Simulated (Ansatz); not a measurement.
# TiAl3: the cost of one run

Program: Ansatz 0.2.0. Level of theory: DFT PBEsol, scalar-relativistic, plane waves, PAW. These are calculated values, not measurements.

4 further runs of the same task are left out: 1 that didn't finish, 3 set aside as unsound or not needed.

## Step 1: The system as given

Symmetry: I4/mmm, No. 139, tetragonal system. Conventional cell: a = 3.816 Å, b = 3.816 Å, c = 8.554 Å, α = 90.00°, β = 90.00°, γ = 90.00°. Ti (site symmetry 4/mmm) has 12 Al at 2.70 to 2.87 Å as nearest neighbours. Al (site symmetry 4/mmm) has 4 Ti at 2.70 Å and 8 Al at 2.87 Å as nearest neighbours. Al (site symmetry -4m2) has 8 Al at 2.70 to 2.87 Å and 4 Ti at 2.87 Å as nearest neighbours.

Coordinates:

```cif
data_structure
_symmetry_space_group_name_H-M 'I4/mmm'
_symmetry_Int_Tables_number 139
_cell_length_a 3.8155
_cell_length_b 3.8155
_cell_length_c 8.5540
_cell_angle_alpha 90.000
_cell_angle_beta 90.000
_cell_angle_gamma 90.000
_cell_volume 124.53
loop_
_atom_site_label
_atom_site_type_symbol
_atom_site_symmetry_multiplicity
_atom_site_Wyckoff_symbol
_atom_site_fract_x
_atom_site_fract_y
_atom_site_fract_z
_atom_site_occupancy
Ti1 Ti 2 a 0.00000 0.00000 0.00000 1
Al1 Al 2 b 0.50000 0.50000 0.00000 1
Al2 Al 4 d 0.00000 0.50000 0.25000 1
```

It goes back to an entry of the Materials Project, which need not be the stable form.

It is the result of an earlier relaxation at this level (volume 15.57 Å³/atom; gap on the mesh: none (metal)).

## Step 2: The reference cell

The reference gives a free energy of -4049.1679 eV, pressure 0.01 GPa, largest force 0.000 eV/Å and gap on the mesh none (metal). It was computed beforehand with the settings of the runs below.

## Step 3: The scan: energy and stress against strain

The cell is strained by ε times the Voigt pattern (0, 1, 0, 0, 0, 0) (xx, yy, zz, yz, xz, xy; engineering shear), with fractional coordinates fixed (clamped ions). The stress on the pattern is the sum of the stress components weighted by it, tension positive.

## Step 4: Point ε = -0.0400

File input.yaml:

```yaml
crystal:
  lattice:
    - [-1.9077740733, 1.8314631104, 4.2769968076]
    - [1.9077740733, -1.8314631104, 4.2769968076]
    - [1.9077740733, 1.8314631104, -4.2769968076]
  atoms:
    - { symbol: Ti, position: [0.0, 0.0, 0.0] }
    - { symbol: Al, position: [0.5, 0.5, 0.0] }
    - { symbol: Al, position: [0.75, 0.25, 0.5] }
    - { symbol: Al, position: [0.25, 0.75, 0.5] }
basis:
  ecutwfc: 420
kpoints:
  mp_grid: { grid: [18, 18, 18] }
hamiltonian:
  xc: pbesol
scf:
  occupations: { method: gaussian, width: 0.15 }
output:
  forces: true
  stress: true
  eigenvalues: true
```

Command:

```sh
ansatz run input.yaml --threads 1 --pin off --max-ram 2560MiB --backend cpu --events-out ev --progress --plain --runs-dir out
```

Q: Estimate wall time and peak memory on 1 thread of Intel Xeon 6975P-C (Granite Rapids), shared host.

About 27 s, with a peak of 0.94 GiB.
